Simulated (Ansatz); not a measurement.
# Tl: the cost of one run

Computed with Ansatz 0.2.0 (DFT PBEsol, scalar-relativistic, plane waves, PAW, unless a step's input says otherwise).

2 further runs of the same task are left out: 1 that didn't finish, 1 set aside as unsound or not needed.

### 1 Starting point

The structure is cubic, space group Fm-3m (No. 225). Conventional cell: a = 4.933 Å, b = 4.933 Å, c = 4.933 Å, α = 90.00°, β = 90.00°, γ = 90.00°. Around Tl (site symmetry m-3m) lie 12 Tl at 3.49 Å.

As a file:

```cif
data_structure
_symmetry_space_group_name_H-M 'P 1'
_symmetry_Int_Tables_number 1
_cell_length_a 3.4879
_cell_length_b 3.4879
_cell_length_c 3.4879
_cell_angle_alpha 60.000
_cell_angle_beta 60.000
_cell_angle_gamma 60.000
_cell_volume 30.00
loop_
_atom_site_label
_atom_site_type_symbol
_atom_site_fract_x
_atom_site_fract_y
_atom_site_fract_z
_atom_site_occupancy
Tl1 Tl 0.00000 0.00000 0.00000 1
```

Source of the structure: the Materials Project (structure only).

### 6 Setting up the map

The energy is mapped over two homogeneous strains (x along [1 0 0], y along [0 1 0], z along [0 0 1] of the conventional cell).

First coordinate, engineering shear strain xz: 5 values from −8 to 8 %. Second coordinate, normal strain along z: 5 values from −11.0 %.

Nothing else is relaxed (symmetry fixes all fractional coordinates). Energies count from the relaxed crystal. Points are written as (first, second).

(The set-up runs are not shown.)

### 7 The run at (0 %, 11.0 %)

Input file input.yaml:

```yaml
crystal:
  lattice:
    - [0.0, 2.4209731547, 2.6872802017]
    - [2.4209731547, 0.0, 2.6872802017]
    - [2.4209731547, 2.4209731547, 0.0]
  atoms:
    - { symbol: Tl, position: [0.0, 0.0, 0.0] }
basis:
  ecutwfc: 420
kpoints:
  mp_grid: { grid: [16, 16, 16] }
hamiltonian:
  xc: pbesol
scf:
  occupations: { method: gaussian, width: 0.15 }
output:
  forces: true
  stress: true
  eigenvalues: true
```

Run with:

```console
$ ansatz run input.yaml --threads 1 --pin off --max-ram 2048MiB --backend cpu --events-out ev --progress --plain --runs-dir out
```

**Question.** How long does this run take on 1 thread of Arm Neoverse N1, shared host, and how much memory does it need?

About 9.8 s, with a peak of 0.39 GiB.
